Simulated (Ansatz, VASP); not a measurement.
# Two plane-wave programs on Mg

The input INCAR:

```
SYSTEM = Mg
ALGO = Normal ; EDIFF = 1E-6
ENCUT = 520 ; GGA = CA
ISIF = 2 ; ISMEAR = -1
LASPH = .True. ; LCHARG = .True.
LELF = .True. ; LREAL = .False.
LVHAR = .True. ; LWAVE = .False.
NBANDS = 10 ; NELM = 80
PREC = Accurate ; SIGMA = 0.1
```

Contents of KPOINTS:

```
k-points
0
Gamma
  8 8 12
  0 0 0
```

File POSCAR:

```
Mg
1.0
    5.0049134438      0.0000000000      0.0000000000
   -2.5024567219      4.3343821861      0.0000000000
    0.0000000000      0.0000000000      3.0328821299
Mg
3
Direct
    1.0000000000      0.0000000000      0.0000000000
    0.3333333333      0.6666666667      0.5000000000
    0.6666666667      0.3333333333      0.5000000000
```

Input for Ansatz:

```yaml
crystal:
  lattice:
    - [5.0049134438, 0.0, 0.0]
    - [-2.5024567219, 4.3343821861, 0.0]
    - [0.0, 0.0, 3.0328821299]
  atoms:
    - { symbol: Mg, position: [1.0, 0.0, 0.0] }
    - { symbol: Mg, position: [0.3333333333, 0.6666666667, 0.5] }
    - { symbol: Mg, position: [0.6666666667, 0.3333333333, 0.5] }
hamiltonian:
  xc: lda
  pseudopotentials:
    kind: paw
    azcp:
      Mg: "pseudopotentials/Mg.paw.azcp"
basis:
  ecutwfc: 420
  fft_grid_basis: typed
kpoints:
  mp_grid: { grid: [8, 8, 12], shift: [0, 0, 0] }
magnetization:
  spin_polarized: false
scf:
  occupations: { method: fermi_dirac, width: 0.1 }
  lower_state_search: "off"
output:
  stress: true
```

Alike in both runs: task single point; functional LDA; k mesh 8 × 8 × 12; occupations fermi-dirac, width 0.1 eV; no spin polarisation.

|  | VASP | Ansatz |
| --- | --- | --- |
| version | VASP 6.6.1 | Ansatz 0.2.0 |
| potentials or method | VASP PAW LDA potentials, release 64 (Mg) | plane waves (420 eV) with PAW, scalar-relativistic |
| plane-wave cutoff (eV) | 520 | 420 |
| valence electrons in the cell | 6 | 30 |

VASP gave:

| Item | Value |
| --- | --- |
| pressure (GPa) | -0.4 |

Task: Estimate Ansatz's values.

Result: Pressure (GPa): 0.0.

The two sets of potentials don't hold the same shells in valence. Ansatz warned: «pseudo_functional_mismatch».
